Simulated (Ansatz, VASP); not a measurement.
Rh: VASP beside Ansatz

File INCAR:

```
SYSTEM = Rh
ALGO     = Normal         ! electronic algorithm
EDIFF    = 1E-6           ! SCF threshold, eV
ENCUT    = 520            ! plane-wave cutoff, eV
GGA      = RP             ! functional
ISIF     = 2              ! what is computed and relaxed
ISMEAR   = -1             ! smearing method
LASPH    = .True.         ! aspherical terms in the spheres
LCHARG   = .False.        ! write CHGCAR
LREAL    = .False.        ! projectors in reciprocal space
LWAVE    = .False.        ! write WAVECAR
NBANDS   = 30             ! bands
NELM     = 60             ! most SCF steps
PREC     = Accurate       ! precision mode
SIGMA    = 0.1            ! smearing width, eV
```

KPOINTS

```
k-points
0
Gamma
  9 9 13
  0 0 0
```

The input POSCAR:

```
Rh
1.0
    4.4237898038      0.0000000000      0.0000000000
   -2.2118949019      3.8311143511      0.0000000000
    0.0000000000      0.0000000000      2.7157220386
Rh
3
Direct
    0.0000000000      0.0000000000      0.0000000000
    0.3333333333      0.6666666667      0.5000000000
    0.6666666667      0.3333333333      0.5000000000
```

Input for Ansatz:

```yaml
crystal:
  lattice:
    - [4.4237898038, 0.0, 0.0]
    - [-2.2118949019, 3.8311143511, 0.0]
    - [0.0, 0.0, 2.7157220386]
  atoms:
    - { symbol: Rh, position: [0.0, 0.0, 0.0] }
    - { symbol: Rh, position: [0.3333333333, 0.6666666667, 0.5] }
    - { symbol: Rh, position: [0.6666666667, 0.3333333333, 0.5] }
hamiltonian:
  xc: rpbe
  pseudopotentials:
    kind: paw
    azcp:
      Rh: "pseudopotentials/Rh.paw.azcp"
basis:
  ecutwfc: 420
  fft_grid_basis: typed
kpoints:
  mp_grid: { grid: [9, 9, 13], shift: [0, 0, 0] }
magnetization:
  spin_polarized: false
scf:
  occupations: { method: fermi_dirac, width: 0.1 }
  lower_state_search: "off"
output:
  stress: true
  write_density: true
  write_potential: true
  elf: true
  volumetric_format: npy
```

Alike in both runs: task single point; functional RPBE; k mesh 9 × 9 × 13; occupations fermi-dirac, width 0.1 eV; no spin polarisation.

```csv
,VASP,Ansatz
version,VASP 6.6.1,Ansatz 0.2.0
potentials or method,"VASP PAW PBE potentials, release 64 (Rh_pv)","plane waves (420 eV) with PAW, scalar-relativistic"
plane-wave cutoff (eV),520,420
valence electrons in the cell,45,51
```

|  | VASP | Ansatz | Ansatz less VASP |
| --- | --- | --- | --- |
| pressure (GPa) | -7.7 | -7.8 | -0.08 |
| largest component of the traceless stress (GPa) | 0.12 | 0.06 | -0.054 |

The functional is the same, so the differences come from potentials, cutoffs and numerics. The two sets of potentials don't hold the same shells in valence.

Caveats: the PAW data sets were made with another functional, which shifts forces and pressure a little (VASP).
